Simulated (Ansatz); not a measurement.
# C12F: the cost of one run

Method: DFT PBE+D3(BJ), scalar-relativistic, plane waves, PAW, in Ansatz 0.2.0.

4 further runs of the same task are left out: 1 that didn't finish, 3 set aside as unsound or not needed. Runs told in other sessions of the task aren't counted.

## Step 1: The structure to begin with

It takes space group P1 (No. 1, triclinic). The conventional cell has a = 4.010 Å, b = 4.931 Å, c = 21.501 Å, α = 90.00°, β = 90.00°, γ = 90.00°. Around C (site symmetry 1) lie 2 C at 1.42 Å. C (site symmetry 1) is surrounded by 3 C at 1.42 Å. C (site symmetry 1) has 3 C at 1.41 to 1.42 Å in its first shell of neighbours. Around C (site symmetry 1) lie 3 C at 1.41 to 1.49 Å. Only part of the 13 independent sites is listed.

Coordinates:

```xyz
13
Lattice="4.9312 0.0000 0.0000 0.0000 4.0099 0.0000 0.0000 0.0000 21.5014" Properties=species:S:1:pos:R:3 pbc="T T T"
C     1.2328    1.5145    4.0000
C     3.6984    1.5145    4.0000
C     0.0000    1.8930    4.6020
C     2.4656    1.8930    4.6020
C     0.0000    2.6503    5.8068
C     2.4656    2.6503    5.8068
C     1.2328    3.0089    6.3993
C     3.6984    3.0089    6.3993
C     1.2328    3.7745    7.6744
C     3.6984    3.7745    7.6744
C     0.0000    0.0940    8.2014
C     2.4656    0.0940    8.2014
F     0.4109    0.0940   10.7014
```

This is the geometry of the first run shown, built on a cell relaxed beforehand with the same method.

## Step 2: Plan of the line

Atoms count from 1 in the order of the input.

F is moved over the surface cell at a fixed height above a rigid substrate; the origin of the map has the adsorbate above C11; the height is held at 2.50 Å.

- position of F13 along the first surface vector, from above C11: 6 values from 0.000 to 0.833, periodic
- position of F13 along the second surface vector, from above C11: 6 values from 0.000 to 0.833, periodic

Nothing else is relaxed. Points are written as (first, second).

The two vectors of the plane (Å): (2.466, 0.000, 0.000); (0.000, 4.010, 0.000).

## Step 3: The run at (1/6, 0/6) of the map's two axes

The cell repeats along c, and a dipole correction in the vacuum removes the field between the copies.

File input.yaml:

```yaml
crystal:
  lattice:
    - [4.9311586499, 0.0, 0.0]
    - [0.0, 4.0098697868, 0.0]
    - [0.0, 0.0, 21.5014222695]
  atoms:
    - { symbol: C, position: [0.25, 0.3776970812, 0.1860342051] }
    - { symbol: C, position: [0.75, 0.3776970812, 0.1860342051] }
    - { symbol: C, position: [0.0, 0.4720802729, 0.2140334862] }
    - { symbol: C, position: [0.5, 0.4720802729, 0.2140334862] }
    - { symbol: C, position: [0.0, 0.6609561993, 0.2700645448] }
    - { symbol: C, position: [0.5, 0.6609561993, 0.2700645448] }
    - { symbol: C, position: [0.25, 0.7503682393, 0.2976235638] }
    - { symbol: C, position: [0.75, 0.7503682393, 0.2976235638] }
    - { symbol: C, position: [0.25, 0.9412923823, 0.3569251107] }
    - { symbol: C, position: [0.75, 0.9412923823, 0.3569251107] }
    - { symbol: C, position: [0.0, 0.0234307025, 0.3814362681] }
    - { symbol: C, position: [0.5, 0.0234307025, 0.3814362681] }
    - { symbol: F, position: [0.0833333333, 0.0234307025, 0.4977076463], spin: 1.0 }
basis:
  ecutwfc: 420
kpoints:
  mp_grid: { grid: [6, 7, 1] }
hamiltonian:
  xc: pbe
  pseudopotentials: { kind: paw, azcp: { folder: soft_1 } }
  dispersion: d3bj
scf:
  occupations: { method: gaussian, width: 0.05 }
output:
  forces: true
  eigenvalues: true
  populations: true
magnetization:
  spin_polarized: true
efield:
  axis: 3
  dipole_correction: true
  ramp_width: 0.04
```

Command:

```
$ ansatz run input.yaml --threads 2 --pin off --max-ram 6144MiB --backend cpu --events-out ev --progress --plain --runs-dir out
```

What time and memory should one allow on 2 threads of Intel Xeon 6975P-C (Granite Rapids), shared host?

About 50 s, with a peak of 0.95 GiB.
